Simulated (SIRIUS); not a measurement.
FeO (Wuestite), 2 atoms in the cell. The typed cell holds 2 atoms: a = 3.048 Å, b = 3.048 Å, c = 3.048 Å, α = 60.00°, β = 60.00°, γ = 60.00°.  The cell isn't the ideal one: atoms moved at random, drawn with an rms of 0.05 Å.

* Program: SIRIUS 7.12.0
* Task: single point
* Functional: PBEsol
* Potentials or basis: PseudoDojo 0.4.1 PBEsol standard (scalar relativistic)
* Cutoff: 1228 eV
* Density cutoff: 4912 eV
* k mesh: 11 × 11 × 11
* Occupations: fermi-dirac, width 0.05 eV
* Spin: collinear spin, ferromagnetic start
* Starting moments: [3.0, 0.0] μB
* Libxc names: ["XC_GGA_X_PBE_SOL", "XC_GGA_C_PBE_SOL"]
* Energy tol: 1e-08 Ha
* Density tol: 1e-06
* Mixer: anderson
* Mixing beta: 0.5
* Max scf: 100
* Radial cutoff for the potentials' integrals: 6.5 bohr

Potentials or basis: PseudoDojo 0.4.1 PBEsol standard (scalar relativistic).

Command:

```console
$ upf_to_json Fe.upf
$ upf_to_json O.upf
$ OMP_NUM_THREADS=4 sirius.scf --input=sirius.json --output=out.json --task=0
```

Hardware: 4 threads of Intel(R) Xeon(R) 6975P-C (Granite Rapids) (shared host).

**Question.** Estimate the wall time of this run.

**Answer.** Wall time 4.7 min on 4 threads of Intel(R) Xeon(R) 6975P-C (Granite Rapids), with other jobs on the host, peak memory 3 GiB. Counts: scf iterations 16, k points 666, plane waves 1917, bands 19.
